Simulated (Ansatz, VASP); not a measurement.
# SiC in VASP and in Ansatz

```
Si C
1.0
     3.06094    0.00000    0.00000
    -1.53047    2.65085    0.00000
     0.00000    0.00000    5.02202
Si C
2 2
Cartesian
  1.5305 0.8836 2.5339
  0.0000 1.7672 0.0229
  1.5305 0.8836 4.4216
  0.0000 1.7672 1.9106
```

Alike in both runs: functional PBE; k mesh 12 × 12 × 6; occupations gaussian, width 0.02 eV; no spin polarisation.

Ansatz relaxed the structure, and its values are those at the end. VASP's run is a single point on that final structure, the one shown.

|  | VASP | Ansatz |
| --- | --- | --- |
| version | VASP 6.6.1 | Ansatz 0.2.0 |
| potentials or method | VASP PAW PBE potentials, release 64 (Si, C) | scalar-relativistic, plane waves, PAW |
| plane-wave cutoff (eV) | 520 | 420 |
| valence electrons in the cell | 16 | 16 |

|  | VASP | Ansatz | Ansatz less VASP |
| --- | --- | --- | --- |
| gap on the k mesh at the Fermi level (eV) | 2.25 | 2.26 | +0.004 |
| least direct gap on the mesh (eV) | 4.00 | 4.00 | +0.004 |
| pressure (GPa) | 6.9 | 6.9 | +0.06 |
| rms of the force components (eV/Å) | 0.003 | 0.003 | 0.0000 |

A k mesh can miss the band edges. PBE gaps usually lie below the measured ones, often by a third to a half.
